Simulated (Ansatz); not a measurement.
MnSi:

```
CELL_PARAMETERS angstrom
3.07218 0.00000 0.00000
0.00000 3.07218 0.00000
0.00000 0.00000 3.07218
ATOMIC_POSITIONS crystal
Mn 0.00000 0.00000 0.00000
Si 0.50000 0.50000 0.50000
```

The cell was built by a generator and needn't be a form met in nature.

```yaml
Program: Ansatz 0.2.0
Task: relaxation of cell and atoms
Functional: HF
Potentials_or_basis: Ansatz PAW
Cutoff: "420 eV (not typed: the program's choice for these potentials)"
k_mesh: 5 × 5 × 5
Occupations: fermi-dirac, width 0.05 eV
Spin: collinear spin, ferromagnetic start
Starting_moments: "[4.0, 0.0] μB"
```

At the start: volume 14.50 Å³/atom.

Q: Where does the relaxation end?

A: It ends after 8 steps and the volume is 20.85 Å³/atom (+43.8 %); space group Pm-3m (No. 221, to 0.05 Å); moment 4.20 μB per cell.

Step by step:
| step | energy change (eV) | largest force (eV/Å) | volume (Å³) |
| --- | --- | --- | --- |
| 1 | 0.0000 | 0.0000 | 29.00 |
| 2 | -0.8696 | 0.0000 | 33.45 |
| 3 | -1.2036 | 0.0000 | 38.33 |
| 4 | -1.2494 | 0.0000 | 40.98 |
| 5 | -1.2494 | 0.0000 | 41.78 |
| 6 | -1.2953 | 0.0000 | 41.78 |
| 7 | -1.2957 | 0.0000 | 41.70 |
| 8 | -1.2955 | 0.0000 | 41.70 |

Final structure:
```
Mn Si
1.0
     3.46766    0.00000    0.00000
     0.00000    3.46766    0.00000
     0.00000    0.00000    3.46766
Mn Si
1 1
Cartesian
  0.0000 0.0000 0.0000
  1.7338 1.7338 1.7338
```

Caveat: the k mesh is coarse (spacing up to 0.41 Å⁻¹), so the values aren't converged, least of all with exact exchange; the magnetic or orbital state may not be the lowest; the volume moved by over 15 % at a fixed basis, so the end points are rough; the plane-wave basis is chosen anew once the cell has moved, so the energies of steps on either side of that aren't comparable; the pressure holds a Pulay correction of +0.7 GPa for the finite cutoff; the PAW data sets come from PBE, with cores solved anew for the run's functional, which leaves a small shift of forces and pressure.
